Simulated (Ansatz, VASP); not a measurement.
# Cross-check of GaP between VASP and Ansatz

Aim: how closely do two programs agree when they are given the same cell, functional and k mesh? The cell is taken from a series of VASP runs on this material, whose earlier steps may have relaxed, scaled or displaced it; both programs get it as it stands.

Program: Ansatz 0.2.0. Level of theory: plane waves, with VASP 6.6.1 beside it; band structure at PBE0. Results are calculated unless marked as measured.

## 1. The structure

Symmetry: F-43m, No. 216, cubic system. The conventional cell has a = 5.451 Å, b = 5.451 Å, c = 5.451 Å, α = 90.00°, β = 90.00°, γ = 90.00°. Nearest to Ga lie 4 P at 2.36 Å. Nearest to P lie 4 Ga at 2.36 Å. Farther neighbours are not listed.

## 2. VASP: band structure, PBE0

Levels along a path test the potential and the projectors away from the mesh points.

Lines of VASP's logs that name or quote its potential files are left out, and so is its time.

The run reads the wave functions of an earlier VASP run, which isn't shown here.

File INCAR:

```
SYSTEM = GaP
PREC = Accurate
ENCUT = 350
EDIFF = 1E-06
NELM = 100
ISMEAR = 0
SIGMA = 0.03
LREAL = .FALSE.
ALGO = Normal
LHFCALC = .TRUE.
AEXX = 0.25
GGA = PE
LASPH = .TRUE.
NBANDS = 15
PRECFOCK = Fast
HFRCUT = -1
LORBIT = 11
LWAVE = .FALSE.
LCHARG = .FALSE.
KPAR = 4
```

File POSCAR:

```
GaP
1.0
    0.0000000000      2.7252500000      2.7252500000
    2.7252500000      0.0000000000      2.7252500000
    2.7252500000      2.7252500000      0.0000000000
Ga P
1 1
Direct
    0.0000000000      0.0000000000      0.0000000000
    0.7500000000      0.7500000000      0.7500000000
```

File KPOINTS:

```
Automatic mesh
0
Gamma
5 5 5
0 0 0
```

File KPOINTS_OPT:

```
Line mode
10
Line-mode
Reciprocal
  0.00000000   0.00000000   0.00000000 GAMMA
  0.50000000   0.00000000   0.50000000 X

  0.50000000   0.00000000   0.50000000 X
  0.50000000   0.25000000   0.75000000 W

  0.50000000   0.25000000   0.75000000 W
  0.37500000   0.37500000   0.75000000 K

  0.37500000   0.37500000   0.75000000 K
  0.00000000   0.00000000   0.00000000 GAMMA

  0.00000000   0.00000000   0.00000000 GAMMA
  0.50000000   0.50000000   0.50000000 L

  0.50000000   0.50000000   0.50000000 L
  0.62500000   0.25000000   0.62500000 U

  0.62500000   0.25000000   0.62500000 U
  0.50000000   0.25000000   0.75000000 W

  0.50000000   0.25000000   0.75000000 W
  0.50000000   0.50000000   0.50000000 L

  0.50000000   0.50000000   0.50000000 L
  0.37500000   0.37500000   0.75000000 K

  0.62500000   0.25000000   0.62500000 U
  0.50000000   0.00000000   0.50000000 X
```

The projector-augmented-wave data sets are Ga_d and P (PBE family, release 64).

Started as:

```
$ mpirun -np 4 vasp_std
```

Numbers of over 12 decimals in the logs are rounded to 6 here.

Output:

```text
[banner, memory and clock lines left out]
running    4 mpi-ranks, on    1 nodes
 distrk:  each k-point on    1 cores,    4 groups
 distr:  one band on    1 cores,    1 groups

 POSCAR found type information on POSCAR GaP
 POSCAR found :  2 types and       2 ions
 LDA part: xc-table for (Slater+PW92), standard interpolation
 found WAVECAR, reading the header
 POSCAR, INCAR and KPOINTS ok, starting setup
 FFT: planning ... GRIDC
 FFT: planning ... GRID_SOFT
 FFT: planning ... GRID
 HFRCUT set to (new)   10.650177
 reading WAVECAR
 the WAVECAR file was read successfully
 initial charge from wavefunction
 entering main loop
       N       E                     dE             d eps       ncg     rms          rms(c)
DAV:   1    -0.116521030443E+02   -0.11652E+02   -0.11825E+00   442   0.208E+01    0.264E+00
DAV:   2    -0.116489797728E+02    0.31233E-02   -0.65730E-02   420   0.392E+00    0.182E+00
DAV:   3    -0.116441303769E+02    0.48494E-02   -0.94722E-03   391   0.175E+00    0.106E+00
DAV:   4    -0.116430951522E+02    0.10352E-02   -0.19908E-03   377   0.517E-01    0.598E-01
DAV:   5    -0.116428972232E+02    0.19793E-03   -0.45095E-04   321   0.160E-01    0.342E-01
DAV:   6    -0.116428470230E+02    0.50200E-04   -0.67769E-05   356   0.684E-02    0.192E-01
DAV:   7    -0.116428246497E+02    0.22373E-04   -0.98880E-06   329   0.304E-02    0.107E-01
DAV:   8    -0.116428157962E+02    0.88535E-05   -0.36625E-06   363   0.146E-02    0.569E-02
DAV:   9    -0.116428127715E+02    0.30247E-05   -0.13343E-06   303   0.723E-03    0.298E-02
DAV:  10    -0.116428117193E+02    0.10522E-05   -0.48678E-07   178   0.491E-03    0.155E-02
DAV:  11    -0.116428113219E+02    0.39740E-06   -0.21651E-07   157   0.357E-03
   1 F= -.11642811E+02 E0= -.11642811E+02  d E =-.199124E-15
 Start KPOINTS_OPT (optional k-point list driver)
k-point batch [1-10\100]
       N       E                     dE             ncg
DAV:   1    -0.344937212454E+03   -0.35438E+04      300
DAV:   2    -0.132675463531E+04   -0.98182E+03      342
DAV:   3    -0.140163656153E+04   -0.74882E+02      377
DAV:   4    -0.140329372636E+04   -0.16572E+01      385
DAV:   5    -0.140331807637E+04   -0.24350E-01      414
DAV:   6    -0.140331875663E+04   -0.68026E-03      438
DAV:   7    -0.140331876759E+04   -0.10962E-04      376
DAV:   8    -0.140331876780E+04   -0.20783E-06      325
[...]
k-point batch [91-100\100]
       N       E                     dE             ncg
DAV:   1    -0.538884090732E+03   -0.61721E+04      300
DAV:   2    -0.143666682664E+04   -0.89778E+03      321
DAV:   3    -0.149609702037E+04   -0.59430E+02      384
DAV:   4    -0.149728344471E+04   -0.11864E+01      398
DAV:   5    -0.149730394936E+04   -0.20505E-01      405
DAV:   6    -0.149730492108E+04   -0.97171E-03      485
DAV:   7    -0.149730493194E+04   -0.10867E-04      412
DAV:   8    -0.149730493201E+04   -0.65510E-07      346
```

From OUTCAR (step 2):

```text
ion  position               nearest neighbor table
   1  0.000  0.000  0.000-   2 2.36   2 2.36   2 2.36   2 2.36
   2  0.750  0.750  0.750-   1 2.36   1 2.36   1 2.36   1 2.36

  LATTYP: Found a face centered cubic cell.
 ALAT       =     5.4505000000

 Subroutine GETGRP returns: Found 24 space group operations
 (whereof 24 operations were pure point group operations)

The static configuration has the point symmetry T_d .

 Found     10 irreducible k-points:

   k-points           NKPTS =     10   k-points in BZ     NKDIM =    125   number of bands    NBANDS=     15

   dimension x,y,z NGX =    24 NGY =   24 NGZ =   24
   dimension x,y,z NGXF=    48 NGYF=   48 NGZF=   48

   ENCUT  =  350.0 eV  25.72 Ry    5.07 a.u.   5.88  5.88  5.88*2*pi/ulx,y,z

   NELECT =      18.0000    total number of electrons

 k-points in reciprocal lattice and weights: Automatic mesh
   0.00000000  0.00000000  0.00000000       0.008
   0.20000000  0.00000000  0.00000000       0.064
   0.40000000  0.00000000  0.00000000       0.064
   0.20000000  0.20000000  0.00000000       0.048
   0.40000000  0.20000000  0.00000000       0.192
  -0.40000000  0.20000000  0.00000000       0.192
  -0.20000000  0.20000000  0.00000000       0.096
   0.40000000  0.40000000  0.00000000       0.048
  -0.40000000  0.40000000  0.00000000       0.096
  -0.40000000  0.40000000  0.20000000       0.192

  exchange ACFDT corr.  =         0.00000000  see jH, gK, PRB 81, 115126

 average (electrostatic) potential at core
       1 -57.9564       2 -79.4005

 E-fermi :   4.0218

 k-point     1 :       0.0000    0.0000    0.0000
  band No.  band energies     occupation
    ...
      5     -13.1385      2.00000
      6      -9.9833      2.00000
      7       3.8621      2.00000
      8       3.8621      2.00000
      9       3.8621      2.00000
     10       7.3482      0.00000
     11       9.3412      0.00000
     12       9.3412      0.00000
     13       9.3412      0.00000
     14      14.4284      0.00000
    ...

 k-point     2 :       0.2000    0.0000    0.0000
  band No.  band energies     occupation
    ...
      5     -13.1382      2.00000
      6      -9.4522      2.00000
      7       0.6484      2.00000
      8       3.3406      2.00000
      9       3.3406      2.00000
     10       7.7869      0.00000
     11      10.0961      0.00000
     12      10.0961      0.00000
     13      11.1293      0.00000
     14      14.5308      0.00000
    ...

 k-point     3 :       0.4000    0.0000    0.0000
  band No.  band energies     occupation
    ...
      5     -13.1344      2.00000
      6      -8.1202      2.00000
      7      -2.8112      2.00000
      8       2.7208      2.00000
      9       2.7208      2.00000
     10       7.1532      0.00000
     11      10.2649      0.00000
     12      10.2649      0.00000
     13      13.7757      0.00000
     14      15.8177      0.00000
    ...

  energy-cutoff  :      350.00
  volume of cell :       40.48
      direct lattice vectors                 reciprocal lattice vectors
     0.000000000  2.725250000  2.725250000    -0.183469406  0.183469406  0.183469406
     2.725250000  0.000000000  2.725250000     0.183469406 -0.183469406  0.183469406
     2.725250000  2.725250000  0.000000000     0.183469406  0.183469406 -0.183469406

 POSITION                                       TOTAL-FORCE (eV/Angst)
 -----------------------------------------------------------------------------------
      0.00000      0.00000      0.00000         0.000000      0.000000      0.000000
      4.08788      4.08788      4.08788        -0.000000     -0.000000     -0.000000
 -----------------------------------------------------------------------------------
    total drift:                               -0.000039     -0.000024     -0.000023

  FREE ENERGIE OF THE ION-ELECTRON SYSTEM (eV)
  ---------------------------------------------------
  free  energy   TOTEN  =       -11.6428113219 eV

  energy  without entropy=      -11.6428113219  energy(sigma->0) =      -11.64281132

 total charge
# of ion       s       p       d       tot
------------------------------------------
    1        0.820   0.853  10.028  11.701
    2        1.008   1.556   0.000   2.564
--------------------------------------------------
tot          1.828   2.409  10.028  14.265

[... 3 further parts left out ...]
```

The k-mesh is coarse for unscreened exact exchange, which converges slowly with it.

(Continued in part 2 of 2.)

[Lines on the potential files, build, host, timing and source positions are cut from VASP's logs without a mark.]

[Logs are printed without paths, hosts, clocks, repeated set-up lines and the standing remarks that a program may print on its own settings, such as how far it seeks lower states.]

[Hosts, paths, dates, database ids (printed as entryN), source tags and the programs' standing remarks are cut or masked in the printed files.]
